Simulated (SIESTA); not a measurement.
CdSe (Cadmoselite): band structure with BP86

**What was measured.**

From a printed reference work, data compilation, for a bulk crystal of CdSe at 2 K: band gap 1.841 eV.

The system is CdSe (Cadmoselite).

```
CELL_PARAMETERS angstrom
4.30000 0.00000 0.00000
-2.15000 3.72391 0.00000
0.00000 0.00000 7.02000
ATOMIC_POSITIONS crystal
Cd 0.66667 0.33333 0.50000
Cd 0.33333 0.66667 0.00000
Se 0.66667 0.33333 0.88500
Se 0.33333 0.66667 0.38500
```

```
Program             : SIESTA 5.4.2
Task                : band structure
Functional          : BP86
Potentials or basis : PseudoDojo 0.4 standard (PBE files)
Basis               : DZP (energy shift 0.002 Ry)
Grid cutoff         : 800 Ry
Energy shift        : 0.002 Ry
k mesh              : 7 × 7 × 4
Occupations         : fermi-dirac, width 0.05 eV
Spin                : no spin polarisation
```

* Pressure: 3.9 GPa
* Largest force: 0.336 eV/Å
* Band gap on the k mesh: 0.91 eV, direct
* Band gap along the path: 0.91 eV, direct

Forces on the atoms (eV/Å):
```
Cd   0.000  0.000  0.335
Cd   0.000  0.000  0.335
Se   0.000  0.000 -0.336
Se   0.000  0.000 -0.336
```

Stress tensor (GPa, compression positive):
```
4.87 0.00 0.00
0.00 4.87 0.00
0.00 0.00 2.08
```

Levels at the corners of the path, in eV from the valence-band top:
```
point  band 32  band 33  band 34  band 35  band 36  band 37  band 38  band 39  band 40  band 41
    Γ    -0.73    -0.73    -0.02    -0.02     0.00     0.91     2.42     6.52     6.52     6.90
    M    -3.74    -2.55    -1.86    -1.21    -0.85     3.53     3.73     5.20     6.43     7.38
    K    -3.87    -3.06    -1.78    -1.78    -1.77     4.92     5.05     5.05     7.47     7.55
    Γ    -0.73    -0.73    -0.02    -0.02     0.00     0.91     2.42     6.52     6.52     6.90
    A    -2.56    -0.39    -0.39    -0.39    -0.39     2.61     2.61     6.30     6.30     6.95
    L    -4.27    -1.39    -1.39    -1.28    -1.28     3.31     3.31     5.30     5.30     8.26
    H    -4.16    -2.47    -2.47    -1.06    -1.06     4.19     4.19     6.29     6.29     6.59
    A    -2.56    -0.39    -0.39    -0.39    -0.39     2.61     2.61     6.30     6.30     6.95
    L    -4.27    -1.39    -1.39    -1.28    -1.28     3.31     3.31     5.30     5.30     8.26
    M    -3.74    -2.55    -1.86    -1.21    -0.85     3.53     3.73     5.20     6.43     7.38
    K    -3.87    -3.06    -1.78    -1.78    -1.77     4.92     5.05     5.05     7.47     7.55
    H    -4.16    -2.47    -2.47    -1.06    -1.06     4.19     4.19     6.29     6.29     6.59
```

Run time: 41 s on 1 thread of Arm Neoverse V1 (shared host), peak memory 0.36 GiB.

Measured gap of CdSe: 1.841 eV (2 K; a printed reference work, data compilation). This calculation gives 0.91 eV (-0.93 eV). Spin-orbit coupling on Cd, Se is left out. The value is that of BP86 in an atomic basis (PseudoDojo 0.4 standard (PBE files), DZP (energy shift 0.002 Ry)), whose error adds to the functional's,, without temperature or zero-point motion.

Caveat: semicore shells carry a single zeta, which can move pressures by several GPa and volumes by a few percent; the potentials were made for another functional, which shifts forces and pressure; the basis of atomic orbitals isn't converged, which shifts pressures, moduli and gaps.
